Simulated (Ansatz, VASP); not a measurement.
**Zr2Si3: VASP beside Ansatz**

```
Zr Si
1.0
     1.98103    1.14375    6.57625
    -1.98103    1.14375    6.57625
     0.00000   -2.28749    6.57625
Zr Si
2 3
Direct
  0.41076 0.41076 0.41076
  0.58924 0.58924 0.58924
  0.00000 0.00000 0.00000
  0.16956 0.16956 0.16956
  0.83044 0.83044 0.83044
```

Alike in both runs: functional PBE; k mesh 6 × 6 × 6; occupations gaussian, width 0.1 eV; no spin polarisation.

Ansatz relaxed the structure, and its values are those at the end. VASP's run is a single point on that final structure, the one shown.

```csv
,VASP,Ansatz
version,VASP 6.6.1,Ansatz 0.2.0
potentials or method,"VASP PAW PBE potentials, release 64 (Zr_sv, Si)","scalar-relativistic, plane waves, PAW"
plane-wave cutoff (eV),520,420
valence electrons in the cell,36,36
```

VASP gave:

| Property | Result |
| --- | --- |
| gap on the k mesh at the Fermi level (eV) | none |
| pressure (GPa) | 0.0 |
| rms of the force components (eV/Å) | 0.004 |

Estimate Ansatz's values.

gap on the k mesh at the Fermi level (eV): none; pressure (GPa): 0.0; rms of the force components (eV/Å): 0.003.

A gap of «none» marks a metal or a gap that the smearing closes. The functional is the same, so the differences come from potentials, cutoffs and numerics.
